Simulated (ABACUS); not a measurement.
V under changes of volume

One of the cells (13.891 Å³/atom); the others are scaled copies at fixed shape and fractional positions:

```xyz
1
Lattice="-1.5144 1.5144 1.5144 1.5144 -1.5144 1.5144 1.5144 1.5144 -1.5144" Properties=species:S:1:pos:R:3 pbc="T T T"
V     0.0000    0.0000    0.0000
```

* Program: ABACUS 3.10.1
* Functional: AM05
* Potentials or basis: PseudoDojo NC SR 0.5 PBE standard
* Cutoff: 1143 eV
* Density cutoff: 4572 eV
* Basis: plane waves
* k mesh: 10 × 10 × 10
* Occupations: fermi-dirac, width 0.05 eV
* Spin: collinear spin, ferromagnetic start
* Starting moments: [2.0] μB

```tsv
volume (Å³/atom)	energy over the lowest point (meV/atom)	pressure (GPa)
13.058	0.00	-1.3
13.336	?	?
13.613	17.53	-9.0
13.891	35.75	-12.3
14.169	59.46	-15.3
14.447	88.11	-18.0
14.725	121.22	-20.4
```

Problem. What does the run at 13.336 Å³/atom give?

Solution. Energy over the lowest point 5.40 meV/atom; pressure -5.3 GPa.

Worked out: A Birch-Murnaghan fit of order 3 (a polynomial in V^(-2/3)) to the other rows has its minimum at 12.99 Å³/atom, just outside them, with B0 = V·E''(V) = 206 GPa and B' = 3.9. It gives 5.42 meV/atom at 13.336 Å³/atom, against the run's 5.40, and -dE/dV = -5.1 GPa, against -5.3.

Energies are extrapolated to zero smearing.

Caveats: the potentials were made for another functional, which shifts forces and pressure.
